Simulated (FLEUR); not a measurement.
# Ni (Im-3m) in FLEUR: further runs

The runs below take Ni through band structure, equation of state, with SCAN.

Program: FLEUR MaX-R8.1 (later development tree). These are calculated values, not measurements. Logs are shortened: lines on timing, memory, paths and dates and some standing lists are left out, and cuts for length are marked.

**1. The structure**

Symmetry: Im-3m, No. 229, cubic system. Conventional cell: a = 2.767 Å, b = 2.767 Å, c = 2.767 Å, α = 90.00°, β = 90.00°, γ = 90.00°. Ni (site symmetry m-3m) has 8 Ni at 2.40 Å as nearest neighbours.

This isn't the form of Ni at room conditions, which is fcc.

**2. Band structure, SCAN, collinear spin, ferromagnetic start**

inp.xml

```xml
<?xml version="1.0" encoding="UTF-8" standalone="no"?>
<fleurInput fleurInputVersion="0.39">
   <comment>
      Ni                                                                                                  
   </comment>
   <calculationSetup>
      <cutoffs Kmax="4.67" Gmax="14.5" GmaxXC="14.5" numbands="0"/>
      <scfLoop itmax="80" minDistance="0.0001" maxIterBroyd="30" imix="Anderson" alpha="0.05" precondParam="0.0" spinf="2.0" sdNocoIR="T"/>
      <coreElectrons ctail="F" frcor="F" kcrel="0" coretail_lmax="0"/>
      <xcFunctional name="LibXC" relativisticCorrections="F">
         <LibXCName exchange="mgga_x_scan" correlation="mgga_c_scan"/>
         <AuxGGA exchange="117" correlation="130"/>
      </xcFunctional>
      <magnetism jspins="2"/>
      <soc l_soc="F" theta="0.0" phi="0.0" spav="F"/>
      <expertModes spex="0" secvar="F"/>
      <geometryOptimization l_f="F" forcealpha="1.0" forcemix="BFGS" epsdisp="0.00001" epsforce="0.00001"/>
      <ldaU l_linMix="F" mixParam="0.05" spinf="1.0"/>
   </calculationSetup>
   <cell>
      <bzIntegration valenceElectrons="18.0" mode="hist" fermiSmearingEnergy="0.00183747">
         <kPointListSelection listName="default-1"/>
         <!-- k-points included here -->
         <xi:include xmlns:xi="http://www.w3.org/2001/XInclude" href="kpts.xml"> </xi:include>
      </bzIntegration>
      <!-- symmetry operations included here -->
      <xi:include xmlns:xi="http://www.w3.org/2001/XInclude" href="sym.xml"> </xi:include>
      <bulkLattice scale="1.0">
         <bravaisMatrix>
            <row-1>   -2.6148432726721675     2.6148432726721675     2.6148432726721675</row-1>
            <row-2>    2.6148432726721675    -2.6148432726721675     2.6148432726721675</row-2>
            <row-3>    2.6148432726721675     2.6148432726721675    -2.6148432726721675</row-3>
         </bravaisMatrix>
      </bulkLattice>
   </cell>
   <atomSpecies>
      <species name="Nickel (Ni1.000" element="Ni" atomicNumber="28">
         <mtSphere radius="2.1" gridPoints="695" logIncrement="0.018"/>
         <atomicCutoffs lmax="8" lnonsphr="8"/>
         <electronConfig flipSpins="F">
            <coreConfig>(1s1/2) (2s1/2) (2p1/2) (2p3/2)</coreConfig>
            <valenceConfig>(3s1/2) (3p1/2) (3p3/2) (4s1/2) (3d3/2) (3d5/2)</valenceConfig>
            <stateOccupation state="(3d3/2)" spinUp="1.6" spinDown="1.6"/>
            <stateOccupation state="(3d5/2)" spinUp="2.9" spinDown="1.9"/>
         </electronConfig>
         <energyParameters s="4" p="4" d="3" f="4"/>
         <lo type="SCLO" l="0" n="3" eDeriv="0"/>
         <lo type="SCLO" l="1" n="3" eDeriv="0"/>
         <lo type="SCLO" l="1" n="3" eDeriv="1"/>
         <lo type="SCLO" l="2" n="3" eDeriv="2"/>
         <lo type="SCLO" l="3" n="4" eDeriv="2"/>
      </species>
   </atomSpecies>
   <atomGroups>
      <atomGroup species="Nickel (Ni1.000">
         <relPos label="                   1">.0000000000 .0000000000 .0000000000</relPos>
         <force calculate="T" relaxXYZ="TTT"/>
      </atomGroup>
   </atomGroups>
   <output dos="F" band="F" slice="F">
      <checks vchk="F" cdinf="F"/>
      <bandDOS minEnergy="-.5*Htr" maxEnergy="0.5*Htr" sigma="0.015" storeEVData="T"/>
      <vacuumDOS vacdos="F" integ="F" star="F" nstars="0" locx1="0.0" locy1="0.0" locx2="0.0" locy2="0.0" nstm="0" tworkf="0.0"/>
      <unfoldingBand unfoldBand="F" supercellX="1" supercellY="1" supercellZ="1"/>
      <plotting iplot="0" polar="F">
         <plot TwoD="T" vec1="  1.0  0.0  0.0" vec2="  0.0  1.0  0.0" vec3="  0.0  0.0  1.0" zero="  0.0  0.0  0.0" file="plot"/>
      </plotting>
      <chargeDensitySlicing numkpt="0" minEigenval="0.0" maxEigenval="0.0" nnne="0" pallst="F"/>
      <specialOutput eonly="F"/>
      <moessbauerParams electricFieldGradient="T" isomerShift="T" coreHyperfine="T" valenceHyperfine="T"/>
      <magneticCircularDichroism mcd="F" energyLo="-10.0" energyUp="0.0"/>
   </output>
  <!-- We include the file relax.xml here to enable relaxations (see documentation) -->
  <xi:include xmlns:xi="http://www.w3.org/2001/XInclude" href="relax.xml"> <xi:fallback/> </xi:include>
</fleurInput>
```

crystal.txt

```
Ni
&input cartesian=F /
-1.3837154700  1.3837154700  1.3837154700
1.3837154700  -1.3837154700  1.3837154700
1.3837154700  1.3837154700  -1.3837154700
1.8897261246
1.0 1.0 1.0

1
28 0.0000000000  0.0000000000  0.0000000000 : 1.000

&kpt div1=13 div2=13 div3=13 gamma=T /
```

inp.xml (bands)

```
<?xml version="1.0" encoding="UTF-8" standalone="no"?>
<fleurInput fleurInputVersion="0.39">
   <comment>
      Ni                                                                                                  
   </comment>
   <calculationSetup>
      <cutoffs Kmax="4.67" Gmax="14.5" GmaxXC="14.5" numbands="0"/>
      <scfLoop itmax="80" minDistance="0.0001" maxIterBroyd="30" imix="Anderson" alpha="0.05" precondParam="0.0" spinf="2.0" sdNocoIR="T"/>
      <coreElectrons ctail="F" frcor="F" kcrel="0" coretail_lmax="0"/>
      <xcFunctional name="LibXC" relativisticCorrections="F">
         <LibXCName exchange="mgga_x_scan" correlation="mgga_c_scan"/>
         <AuxGGA exchange="117" correlation="130"/>
      </xcFunctional>
      <magnetism jspins="2"/>
      <soc l_soc="F" theta="0.0" phi="0.0" spav="F"/>
      <expertModes spex="0" secvar="F"/>
      <geometryOptimization l_f="F" forcealpha="1.0" forcemix="BFGS" epsdisp="0.00001" epsforce="0.00001"/>
      <ldaU l_linMix="F" mixParam="0.05" spinf="1.0"/>
   </calculationSetup>
   <cell>
      <bzIntegration valenceElectrons="18.0" mode="hist" fermiSmearingEnergy="0.00183747">
         <kPointListSelection listName="path-1"/>
         <!-- k-points included here -->
         <xi:include xmlns:xi="http://www.w3.org/2001/XInclude" href="kpts.xml"> </xi:include>
      </bzIntegration>
      <!-- symmetry operations included here -->
      <xi:include xmlns:xi="http://www.w3.org/2001/XInclude" href="sym.xml"> </xi:include>
      <bulkLattice scale="1.0">
         <bravaisMatrix>
            <row-1>   -2.6148432726721675     2.6148432726721675     2.6148432726721675</row-1>
            <row-2>    2.6148432726721675    -2.6148432726721675     2.6148432726721675</row-2>
            <row-3>    2.6148432726721675     2.6148432726721675    -2.6148432726721675</row-3>
         </bravaisMatrix>
      </bulkLattice>
   </cell>
   <atomSpecies>
      <species name="Nickel (Ni1.000" element="Ni" atomicNumber="28">
         <mtSphere radius="2.1" gridPoints="695" logIncrement="0.018"/>
         <atomicCutoffs lmax="8" lnonsphr="8"/>
         <electronConfig flipSpins="F">
            <coreConfig>(1s1/2) (2s1/2) (2p1/2) (2p3/2)</coreConfig>
            <valenceConfig>(3s1/2) (3p1/2) (3p3/2) (4s1/2) (3d3/2) (3d5/2)</valenceConfig>
            <stateOccupation state="(3d3/2)" spinUp="1.6" spinDown="1.6"/>
            <stateOccupation state="(3d5/2)" spinUp="2.9" spinDown="1.9"/>
         </electronConfig>
         <energyParameters s="4" p="4" d="3" f="4"/>
         <lo type="SCLO" l="0" n="3" eDeriv="0"/>
         <lo type="SCLO" l="1" n="3" eDeriv="0"/>
         <lo type="SCLO" l="1" n="3" eDeriv="1"/>
         <lo type="SCLO" l="2" n="3" eDeriv="2"/>
         <lo type="SCLO" l="3" n="4" eDeriv="2"/>
      </species>
   </atomSpecies>
   <atomGroups>
      <atomGroup species="Nickel (Ni1.000">
         <relPos label="                   1">.0000000000 .0000000000 .0000000000</relPos>
         <force calculate="T" relaxXYZ="TTT"/>
      </atomGroup>
   </atomGroups>
   <output dos="F" band="T" slice="F">
      <checks vchk="F" cdinf="F"/>
      <bandDOS minEnergy="-.5*Htr" maxEnergy="0.5*Htr" sigma="0.015" storeEVData="T"/>
      <vacuumDOS vacdos="F" integ="F" star="F" nstars="0" locx1="0.0" locy1="0.0" locx2="0.0" locy2="0.0" nstm="0" tworkf="0.0"/>
      <unfoldingBand unfoldBand="F" supercellX="1" supercellY="1" supercellZ="1"/>
      <plotting iplot="0" polar="F">
         <plot TwoD="T" vec1="  1.0  0.0  0.0" vec2="  0.0  1.0  0.0" vec3="  0.0  0.0  1.0" zero="  0.0  0.0  0.0" file="plot"/>
      </plotting>
      <chargeDensitySlicing numkpt="0" minEigenval="0.0" maxEigenval="0.0" nnne="0" pallst="F"/>
      <specialOutput eonly="F"/>
      <moessbauerParams electricFieldGradient="T" isomerShift="T" coreHyperfine="T" valenceHyperfine="T"/>
      <magneticCircularDichroism mcd="F" energyLo="-10.0" energyUp="0.0"/>
   </output>
  <!-- We include the file relax.xml here to enable relaxations (see documentation) -->
  <xi:include xmlns:xi="http://www.w3.org/2001/XInclude" href="relax.xml"> <xi:fallback/> </xi:include>
</fleurInput>
```

Potentials or basis: all-electron, FLAPW.

Command:

```bash
> inpgen -f crystal.txt -profile fastHighL
> # inp.xml edited to the form shown
> fleur_MPI
> fleur_MPI   # second run, on inp.xml (bands)
```

What it wrote:

```text
Welcome to FLEUR        (www.flapw.de)
      MaX-Release 8.1          (www.max-centre.eu)
 func_ids         267         263         267         263
 MetaGGA potential functional detected - V_tau will be computed
 Auxiliary Potential for radial basis: exchange=         117  correlation=         130
The functional 'SCAN exchange of Sun, Ruzsinszky, and Perdew' is an exchange functional, it belongs to the 'MGGA' family and is defined in the reference(s):
[1] J. Sun, A. Ruzsinszky, and J. P. Perdew.,  Phys. Rev. Lett. 115, 036402 (2015)
The functional 'SCAN correlation of Sun, Ruzsinszky, and Perdew' is a correlation functional, it belongs to the 'MGGA' family and is defined in the reference(s):
[1] J. Sun, A. Ruzsinszky, and J. P. Perdew.,  Phys. Rev. Lett. 115, 036402 (2015)
 Using same functional for VXC and EXC

 ========== k-point set info ==========
 Selected k-point list: default-1
 k-point list type: mesh
 13 x 13 x 13
 Number of k points: 84

 ------------Calculation Setup---------------------------
 Number of MPI-tasks      :            1
 Number of PE/node        :            1
 Number of OMP-threads    :            1
 Most efficient MPI parallelization for:
           1           2           3           4           6           7          12          14          21          28          42          84
 Additional eigenvalue parallelization possible
 Number of basis functions:          172
 Approximate size of matrices (H+S) per k-point:         0.000 GB
 --------------------------------------------------------
The functional 'Hammer, Hansen, and Norskov' is an exchange functional, it belongs to the 'GGA' family and is defined in the reference(s):
[1] B. Hammer, L. B. Hansen, and J. K. Nørskov.,  Phys. Rev. B 59, 7413 (1999)
The functional 'Perdew, Burke & Ernzerhof' is a correlation functional, it belongs to the 'GGA' family and is defined in the reference(s):
[1] J. P. Perdew, K. Burke, and M. Ernzerhof.,  Phys. Rev. Lett. 77, 3865 (1996)
[2] J. P. Perdew, K. Burke, and M. Ernzerhof.,  Phys. Rev. Lett. 78, 1396 (1997)
 Using same functional for VXC and EXC
 Using auxiliary GGA potential for the first iteration of MetaGGA calculation.
 Reset of history
 Reset of history
 Iteration:     1   Distance:      30.80796410 me/bohr^3
The functional 'Hammer, Hansen, and Norskov' is an exchange functional, it belongs to the 'GGA' family and is defined in the reference(s):
[1] B. Hammer, L. B. Hansen, and J. K. Nørskov.,  Phys. Rev. B 59, 7413 (1999)
The functional 'Perdew, Burke & Ernzerhof' is a correlation functional, it belongs to the 'GGA' family and is defined in the reference(s):
[1] J. P. Perdew, K. Burke, and M. Ernzerhof.,  Phys. Rev. Lett. 77, 3865 (1996)
[2] J. P. Perdew, K. Burke, and M. Ernzerhof.,  Phys. Rev. Lett. 78, 1396 (1997)
 Using same functional for VXC and EXC
 Iteration:     2   Distance:      29.06279403 me/bohr^3
The functional 'Hammer, Hansen, and Norskov' is an exchange functional, it belongs to the 'GGA' family and is defined in the reference(s):
[1] B. Hammer, L. B. Hansen, and J. K. Nørskov.,  Phys. Rev. B 59, 7413 (1999)
The functional 'Perdew, Burke & Ernzerhof' is a correlation functional, it belongs to the 'GGA' family and is defined in the reference(s):
[1] J. P. Perdew, K. Burke, and M. Ernzerhof.,  Phys. Rev. Lett. 77, 3865 (1996)
[2] J. P. Perdew, K. Burke, and M. Ernzerhof.,  Phys. Rev. Lett. 78, 1396 (1997)
 Using same functional for VXC and EXC
 Iteration:     3   Distance:      27.40613753 me/bohr^3
The functional 'Hammer, Hansen, and Norskov' is an exchange functional, it belongs to the 'GGA' family and is defined in the reference(s):
[1] B. Hammer, L. B. Hansen, and J. K. Nørskov.,  Phys. Rev. B 59, 7413 (1999)
The functional 'Perdew, Burke & Ernzerhof' is a correlation functional, it belongs to the 'GGA' family and is defined in the reference(s):
[1] J. P. Perdew, K. Burke, and M. Ernzerhof.,  Phys. Rev. Lett. 77, 3865 (1996)
[2] J. P. Perdew, K. Burke, and M. Ernzerhof.,  Phys. Rev. Lett. 78, 1396 (1997)
 Using same functional for VXC and EXC
 Iteration:     4   Distance:      14.54126656 me/bohr^3
The functional 'Hammer, Hansen, and Norskov' is an exchange functional, it belongs to the 'GGA' family and is defined in the reference(s):
[1] B. Hammer, L. B. Hansen, and J. K. Nørskov.,  Phys. Rev. B 59, 7413 (1999)
The functional 'Perdew, Burke & Ernzerhof' is a correlation functional, it belongs to the 'GGA' family and is defined in the reference(s):
[1] J. P. Perdew, K. Burke, and M. Ernzerhof.,  Phys. Rev. Lett. 77, 3865 (1996)
[2] J. P. Perdew, K. Burke, and M. Ernzerhof.,  Phys. Rev. Lett. 78, 1396 (1997)
 Using same functional for VXC and EXC
 Iteration:     5   Distance:       4.42237219 me/bohr^3
The functional 'Hammer, Hansen, and Norskov' is an exchange functional, it belongs to the 'GGA' family and is defined in the reference(s):
[... 74 lines left out ...]
 Using same functional for VXC and EXC
 Iteration:    16   Distance:       0.00263938 me/bohr^3
The functional 'Hammer, Hansen, and Norskov' is an exchange functional, it belongs to the 'GGA' family and is defined in the reference(s):
[1] B. Hammer, L. B. Hansen, and J. K. Nørskov.,  Phys. Rev. B 59, 7413 (1999)
The functional 'Perdew, Burke & Ernzerhof' is a correlation functional, it belongs to the 'GGA' family and is defined in the reference(s):
[1] J. P. Perdew, K. Burke, and M. Ernzerhof.,  Phys. Rev. Lett. 77, 3865 (1996)
[2] J. P. Perdew, K. Burke, and M. Ernzerhof.,  Phys. Rev. Lett. 78, 1396 (1997)
 Using same functional for VXC and EXC
 Iteration:    17   Distance:       0.00083354 me/bohr^3
The functional 'Hammer, Hansen, and Norskov' is an exchange functional, it belongs to the 'GGA' family and is defined in the reference(s):
[1] B. Hammer, L. B. Hansen, and J. K. Nørskov.,  Phys. Rev. B 59, 7413 (1999)
The functional 'Perdew, Burke & Ernzerhof' is a correlation functional, it belongs to the 'GGA' family and is defined in the reference(s):
[1] J. P. Perdew, K. Burke, and M. Ernzerhof.,  Phys. Rev. Lett. 77, 3865 (1996)
[2] J. P. Perdew, K. Burke, and M. Ernzerhof.,  Phys. Rev. Lett. 78, 1396 (1997)
 Using same functional for VXC and EXC
 Iteration:    18   Distance:       0.00059508 me/bohr^3
The functional 'Hammer, Hansen, and Norskov' is an exchange functional, it belongs to the 'GGA' family and is defined in the reference(s):
[1] B. Hammer, L. B. Hansen, and J. K. Nørskov.,  Phys. Rev. B 59, 7413 (1999)
The functional 'Perdew, Burke & Ernzerhof' is a correlation functional, it belongs to the 'GGA' family and is defined in the reference(s):
[1] J. P. Perdew, K. Burke, and M. Ernzerhof.,  Phys. Rev. Lett. 77, 3865 (1996)
[2] J. P. Perdew, K. Burke, and M. Ernzerhof.,  Phys. Rev. Lett. 78, 1396 (1997)
 Using same functional for VXC and EXC
 Iteration:    19   Distance:       0.00006803 me/bohr^3

 ********************************************************************
 Run finished successfully
 Stop message:
   all done
 ********************************************************************
```

Wall time 40 s (1 thread of Arm Neoverse V1, shared host); peak memory 0.09 GiB.

What came out:

- Free energy: -41391.9581 eV
- Band gap along the path: none (metal or under the smearing width)
- Net moment: 0.65 μB per cell
- Site moments: Ni +0.72 μB
- Valence electrons inside the program's atomic spheres: Ni 16.64 (radii Ni 2.1 bohr)

Levels at the corners of the path, in eV from the Fermi level:
Spin up:
| point | band 6 | band 7 | band 8 | band 9 | band 10 | band 11 | band 12 | band 13 |
| --- | --- | --- | --- | --- | --- | --- | --- | --- |
| Γ | -2.74 | -2.74 | -2.74 | -1.16 | -1.16 | 27.44 | 27.44 | 27.44 |
| H | -4.68 | -0.63 | -0.63 | -0.63 | 10.26 | 10.26 | 10.26 | 16.17 |
| N | -3.71 | -1.27 | -1.00 | -0.40 | 0.10 | 6.72 | 19.91 | 21.14 |
| Γ | -2.74 | -2.74 | -2.74 | -1.16 | -1.16 | 27.44 | 27.44 | 27.44 |
| P | -3.63 | -3.63 | -0.97 | -0.97 | 8.43 | 8.43 | 8.43 | 10.72 |
| H | -4.68 | -0.63 | -0.63 | -0.63 | 10.26 | 10.26 | 10.26 | 16.17 |
| P | -3.63 | -3.63 | -0.97 | -0.97 | 8.43 | 8.43 | 8.43 | 10.72 |
| N | -3.71 | -1.27 | -1.00 | -0.40 | 0.10 | 6.72 | 19.91 | 21.14 |
Spin down:
| point | band 7 | band 8 | band 9 | band 10 | band 11 | band 12 |
| --- | --- | --- | --- | --- | --- | --- |
| Γ | -1.52 | -1.52 | -0.57 | -0.57 | 27.33 | 27.33 |
| H | 0.80 | 0.80 | 0.80 | 10.10 | 10.10 | 10.10 |
| N | -0.45 | -0.39 | -0.24 | 1.05 | 7.28 | 19.84 |
| Γ | -1.52 | -1.52 | -0.57 | -0.57 | 27.33 | 27.33 |
| P | -2.81 | -0.35 | -0.35 | 8.75 | 8.75 | 8.75 |
| H | 0.80 | 0.80 | 0.80 | 10.10 | 10.10 | 10.10 |
| P | -2.81 | -0.35 | -0.35 | 8.75 | 8.75 | 8.75 |
| N | -0.45 | -0.39 | -0.24 | 1.05 | 7.28 | 19.84 |

Core levels (eV from the Fermi level):
```csv
atom,levels
1 Ni,"1s1/2 -8202.9, 2s1/2 -973.4, 2p1/2 -847.7, 2p3/2 -830.2"
```

Caveat: the meta-GGA is that of a development version, with a GGA for the radial functions and cores and without core tails.

[end of part 1 of 2]
